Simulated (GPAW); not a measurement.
## Ir in GPAW: convergence with k mesh

The system is Ir.

```xyz
2
Lattice="2.7514 0.0000 0.0000 -1.3757 2.3828 0.0000 0.0000 0.0000 4.4623" Properties=species:S:1:pos:R:3 pbc="T T T"
Ir    0.0000    1.5885    1.1156
Ir    1.3757    0.7943    3.3467
```

This isn't the form of Ir at room conditions, which is fcc.

```yaml
Program: GPAW 26.7.0
Task: convergence study
Functional: PBEsol
Potentials_or_basis: PAW data sets generated in the run's folder for this functional
Cutoff: 600 eV
Basis: pw
k_mesh: 3 × 3 × 2
Occupations: fermi-dirac, width 0.05 eV
Spin: no spin polarisation
```

These are the settings of the first run; the series varies k mesh, with any setting tied to it.

Hardware: 1 thread of Arm Neoverse V1, on a shared host.

| k mesh | energy less the tightest run, at zero smearing (meV/atom) | pressure (GPa) | SCF cycles | CPU time (s) | peak memory (GiB) |
| --- | --- | --- | --- | --- | --- |
| 3 × 3 × 2 | 609.46 | -2.72 | 10 | 8.5 | 0.14 |
| 4 × 4 × 2 | -166.24 | -16.83 | 10 | 9.5 | 0.14 |
| 5 × 5 × 3 | 84.76 | -12.24 | 9 | 11 | 0.14 |
| 6 × 6 × 3 | 9.12 | -13.19 | 10 | 15 | 0.14 |
| 7 × 7 × 4 | -54.67 | -14.60 | 10 | 20 | 0.15 |
| 8 × 8 × 5 | 43.08 | -12.61 | 10 | 25 | 0.15 |
| 10 × 10 × 6 | 4.47 | -13.36 | 10 | 38 | 0.17 |
| 12 × 12 × 7 | -4.57 | -13.64 | 10 | 59 | 0.2 |
| 15 × 15 × 8 | 0.00 | -13.52 | 10 | 95 | 0.24 |

Not settled before the last step: the energy (to 1 meV/atom), the pressure (to 0.1 GPa). Meshes of other sizes hit other points, so gaps and Fermi surfaces needn't settle smoothly. The tightest run that finished is the yardstick and may itself not be fully converged.

The run has no spin-orbit coupling, so splittings on Ir are missing.
